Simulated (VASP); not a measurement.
**From an Ansatz input to VASP: BeS (rocksalt)**

Ansatz input

```yaml
crystal:
  lattice:
    - [0.0, 2.3172972019, 2.3172972019]
    - [2.3172972019, 0.0, 2.3172972019]
    - [2.3172972019, 2.3172972019, 0.0]
  atoms:
    - { symbol: Be, position: [0.0, 0.0, 0.0] }
    - { symbol: S, position: [0.5, 0.5, 0.5] }
kpoints:
  mp_grid: { grid: [6, 6, 6] }
  band_path:
    path:
      - [0.0, 0.0, 0.0]
      - [0.5, 0.0, 0.5]
      - [0.5, 0.25, 0.75]
      - [0.375, 0.375, 0.75]
      - [0.5, 0.5, 0.5]
      - [0.625, 0.25, 0.625]
      - [0.15, 0.15, 0.3]
    npoints: 1
hamiltonian:
  xc: pbe0
scf:
  occupations: { method: fixed }
  n_extra_bands: 4
output:
  forces: true
  stress: true
  eigenvalues: true
```

Task: Translate this input to VASP.

Result: 

INCAR

```
ISIF = 2
PRECFOCK = Fast
LASPH = .TRUE.
LREAL = .FALSE.
HFRCUT = -1
ALGO = Normal
AEXX = 0.25
LWAVE = .FALSE.
ENCUT = 520
PREC = Accurate
GGA = PE
LHFCALC = .TRUE.
ISTART = 1
EDIFF = 1E-7
NBANDS = 11
IBRION = -1
NELM = 120
NSW = 0
SIGMA = 0.01
ISMEAR = 0
LCHARG = .FALSE.
```

The run starts from the orbitals of a PBE run on the same cell and mesh.

KPOINTS

```
KPOINTS created by Atomic Simulation Environment
0
Gamma
6 6 6
0 0 0
```

KPOINTS_OPT

```
special points
7
Reciprocal
0.0000000000 0.0000000000 0.0000000000 1
0.5000000000 0.0000000000 0.5000000000 1
0.5000000000 0.2500000000 0.7500000000 1
0.3750000000 0.3750000000 0.7500000000 1
0.5000000000 0.5000000000 0.5000000000 1
0.6250000000 0.2500000000 0.6250000000 1
0.1500000000 0.1500000000 0.3000000000 1
```

POSCAR

```
Be S
 1.0000000000000000
     0.0000000000000000    2.3172972018655114    2.3172972018655114
     2.3172972018655114   -0.0000000000000000    2.3172972018655114
     2.3172972018655114    2.3172972018655114   -0.0000000000000000
 Be  S
   1   1
Cartesian
  0.0000000000000000  0.0000000000000000  0.0000000000000000
  2.3172972018655109  2.3172972018655109  2.3172972018655109
```

VASP ran with the recommended PBE PAW datasets (8 valence electrons in the cell). Other inputs would serve too.

```
                             Ansatz      VASP
gap between bands v and c   2.43 eV   2.43 eV
         least direct gap   5.95 eV   5.94 eV
                 pressure  -1.7 GPa  -1.9 GPa
```

The two codes use different PAW datasets and cutoffs. VASP's cell holds 8 valence electrons and Ansatz's 8. Ansatz's stress includes a Pulay correction; VASP's doesn't.
